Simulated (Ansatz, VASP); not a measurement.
# KMgF3: VASP beside Ansatz

The input INCAR:

```
PREC = Accurate
ENCUT = 520
EDIFF = 1E-7
ISMEAR = -1
SIGMA = 0.05
LREAL = False
LASPH = True
NELM = 80
ALGO = Normal
ISIF = 2
LWAVE = False
LCHARG = False
GGA = PE
NBANDS = 24
```

KPOINTS

```
Automatic mesh
0
Gamma
  7 7 7
```

The input POSCAR:

```
KMgF3
1.0
    3.9591481872      0.0000000000      0.0000000000
    0.0000000000      3.9591481872      0.0000000000
    0.0000000000      0.0000000000      3.9591481872
K Mg F
1 1 3
Direct
    0.5000000000      0.5000000000      0.5000000000
    0.0000000000      0.0000000000      0.0000000000
    0.0000000000      0.0000000000      0.5000000000
    0.0000000000      0.5000000000      0.0000000000
    0.5000000000      0.0000000000      0.0000000000
```

The input input.yaml:

```yaml
crystal:
  lattice:
    - [3.9591481872, 0.0, 0.0]
    - [0.0, 3.9591481872, 0.0]
    - [0.0, 0.0, 3.9591481872]
  atoms:
    - { symbol: K, position: [0.5, 0.5, 0.5] }
    - { symbol: Mg, position: [0.0, 0.0, 0.0] }
    - { symbol: F, position: [0.0, 0.0, 0.5] }
    - { symbol: F, position: [0.0, 0.5, 0.0] }
    - { symbol: F, position: [0.5, 0.0, 0.0] }
hamiltonian:
  xc: pbe
  pseudopotentials: { kind: paw }
kpoints:
  mp_grid: { grid: [7, 7, 7] }
scf:
  occupations: { method: fermi_dirac, width: 0.05 }
output:
  forces: true
  stress: true
  eigenvalues: true
```

Change from the starting cell: volume scaled by 0.98.

Alike in both runs: task single point; functional PBE; k mesh 7 × 7 × 7; occupations fermi-dirac, width 0.05 eV; no spin polarisation.

```csv
,VASP,Ansatz
version,VASP 6.6.1,Ansatz 0.2.0
potentials or method,"VASP PAW PBE potentials, release 64 (K_sv, Mg, F)",Ansatz PAW
plane-wave cutoff (eV),520,420
valence electrons in the cell,32,40
```

VASP gave:

| Property | Result |
| --- | --- |
| gap on the k mesh at the Fermi level (eV) | 7.49 |
| least direct gap on the mesh (eV) | 7.78 |
| pressure (GPa) | 5.1 |

**Question.** What did Ansatz give for the same quantities?

**Answer.** gap on the k mesh at the Fermi level (eV): 7.52; least direct gap on the mesh (eV): 7.81; pressure (GPa): 5.5.

The two sets of potentials don't hold the same shells in valence.

Caveats: an odd mesh through Γ misses points on the zone boundary, where band edges often lie (VASP); odd divisions of the mesh miss points on the zone boundary, where band edges often lie, so the gap on the mesh can be too wide (Ansatz); the pressure holds a Pulay correction of +0.5 GPa for the finite cutoff (Ansatz).
